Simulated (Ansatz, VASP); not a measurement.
# One calculation of PbO (Litharge), two programs

File INCAR:

```
SYSTEM = PbO
ALGO = Fast
EDIFF = 1E-8
ENCUT = 520
GGA = RP
IBRION = 8
ISIF = 2
ISMEAR = -1
LASPH = .True.
LCHARG = .False.
LEPSILON = .True.
LREAL = .False.
LWAVE = .False.
NELM = 60
PREC = Accurate
SIGMA = 0.1
```

Contents of KPOINTS:

```
k-points
0
Gamma
  7 7 6
  0 0 0
```

The input POSCAR:

```
PbO
1.0
    3.9900000000      0.0000000000      0.0000000000
    0.0000000000      3.9900000000      0.0000000000
    0.0000000000      0.0000000000      5.0100000000
Pb O
2 2
Direct
    0.5000000000      0.0000000000      0.7600000000
    0.0000000000      0.5000000000      0.2400000000
    0.5000000000      0.5000000000      0.0000000000
    0.0000000000      0.0000000000      0.0000000000
```

input.yaml

```yaml
crystal:
  lattice:
    - [3.99, 0.0, 0.0]
    - [0.0, 3.99, 0.0]
    - [0.0, 0.0, 5.01]
  atoms:
    - { symbol: Pb, position: [0.5, 0.0, 0.76] }
    - { symbol: Pb, position: [0.0, 0.5, 0.24] }
    - { symbol: O, position: [0.5, 0.5, 0.0] }
    - { symbol: O, position: [0.0, 0.0, 0.0] }
hamiltonian:
  xc: rpbe
  pseudopotentials: { kind: paw }
kpoints:
  mp_grid: { grid: [7, 7, 6] }
scf:
  occupations: { method: fixed }
output:
  eigenvalues: true
dielectric:
  method: response
```

Alike in both runs: task Born charges and dielectric tensor; functional RPBE; k mesh 7 × 7 × 6; no spin polarisation.

|  | VASP | Ansatz |
| --- | --- | --- |
| version | VASP 6.6.1 | Ansatz 0.2.0 |
| potentials or method | VASP PAW PBE potentials, release 64 (Pb_d, O) | Ansatz PAW |
| plane-wave cutoff (eV) | 520 | 420 |
| occupations | fermi-dirac, width 0.1 eV | fixed |
| valence electrons in the cell | 40 | 40 |

Ansatz gave:

```
gap on the k mesh at the Fermi level (eV)          : 1.46
least direct gap on the mesh (eV)                  : 2.45
mean electronic dielectric constant                : 6.57
mean Born charge of the atom that differs most (e) : 2.89
```

Problem. What did VASP give for the same quantities?

Solution. gap on the k mesh at the Fermi level (eV): 1.47; least direct gap on the mesh (eV): 2.44; mean electronic dielectric constant: 6.55; mean Born charge of the atom that differs most (e): 2.88.

Caveats: spin-orbit coupling is left out, which as a rule narrows the gap of such compounds by several tenths of an eV; an odd mesh through Γ misses points on the zone boundary, where band edges often lie (VASP); odd divisions of the mesh miss points on the zone boundary, where band edges often lie, so the gap on the mesh can be too wide (Ansatz).
